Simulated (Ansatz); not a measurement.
**hcp against bcc along the 3d metals**

Computed with Ansatz 0.2.0, DFT, r2SCAN, plane waves (500 eV) with PAW, scalar-relativistic. (PAW data from PBE, frozen cores regenerated.)

Each structure is relaxed within its symmetry, in the lowest magnetic state of the tried starts. Differences under about 8 meV lie within the error of the k-point mesh.

Real chromium orders in an incommensurate spin-density wave, which this two-atom cell only mimics. Real scandium is paramagnetic; a moment here is an artefact of the functional.

```csv
element,E(hcp) − E(bcc) (meV/atom),V(hcp) (Å³/atom),V(bcc) (Å³/atom),state of hcp,state of bcc
Sc,-112,24.96,25.17,ferromagnetic,ferromagnetic
Ti,-79,17.31,17.90,non-magnetic,ferromagnetic
V,271,13.63,13.28,non-magnetic,spin not included
Cr,499,14.87,13.01,antiferromagnetic,antiferromagnetic
Mn,163,14.82,14.93,antiferromagnetic,antiferromagnetic
Fe,167,12.23,11.81,ferromagnetic,ferromagnetic
Co,37,10.65,10.96,ferromagnetic,ferromagnetic
Cu,-25,11.46,11.48,spin not included,spin not included
Zn,-100,14.37,14.43,spin not included,spin not included
```
